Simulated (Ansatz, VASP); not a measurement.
## AlN in VASP and in Ansatz

The input INCAR:

```
SYSTEM = AlN
PREC = Accurate
ENCUT = 520
EDIFF = 1E-6
ISMEAR = 0
SIGMA = 0.02
LREAL = .FALSE.
LASPH = .TRUE.
NELM = 80
ALGO = Normal
ISIF = 2
LWAVE = .FALSE.
LCHARG = .TRUE.
GGA = PE
LELF = .TRUE.
LVHAR = .TRUE.
NBANDS = 11
```

Contents of KPOINTS:

```
Automatic mesh
0
G
  10 10 10
  0 0 0
```

POSCAR

```
AlN
1.0
    0.0000000000      2.2447664413      2.2447664413
    2.2447664413      0.0000000000      2.2447664413
    2.2447664413      2.2447664413      0.0000000000
Al N
1 1
Direct
    0.0000000000      0.0000000000      0.0000000000
    0.7500000000      0.7500000000      0.7500000000
```

Input for Ansatz:

```yaml
crystal:
  lattice:
    - [0.0, 2.2447664413, 2.2447664413]
    - [2.2447664413, 0.0, 2.2447664413]
    - [2.2447664413, 2.2447664413, 0.0]
  atoms:
    - { symbol: Al, position: [0.0, 0.0, 0.0] }
    - { symbol: "N", position: [0.75, 0.75, 0.75] }
basis:
  ecutwfc: 420
kpoints:
  mp_grid: { grid: [10, 10, 10] }
hamiltonian:
  xc: pbe
scf:
  occupations: { method: gaussian, width: 0.02 }
output:
  forces: true
  stress: true
  eigenvalues: true
```

Alike in both runs: task single point; functional PBE; k mesh 10 × 10 × 10; occupations gaussian, width 0.02 eV; no spin polarisation.

|  | VASP | Ansatz |
| --- | --- | --- |
| version | VASP 6.6.1 | Ansatz 0.2.0 |
| potentials or method | VASP PAW PBE potentials, release 64 (Al, N) | scalar-relativistic, plane waves, PAW |
| plane-wave cutoff (eV) | 520 | 420 |
| valence electrons in the cell | 8 | 8 |

|  | VASP | Ansatz | Ansatz less VASP |
| --- | --- | --- | --- |
| gap on the k mesh at the Fermi level (eV) | 3.27 | 3.28 | +0.007 |
| least direct gap on the mesh (eV) | 3.49 | 3.48 | -0.005 |
| pressure (GPa) | -10.3 | -10.0 | +0.28 |

A k mesh can miss the band edges. PBE gaps usually lie below the measured ones, often by a third to a half.
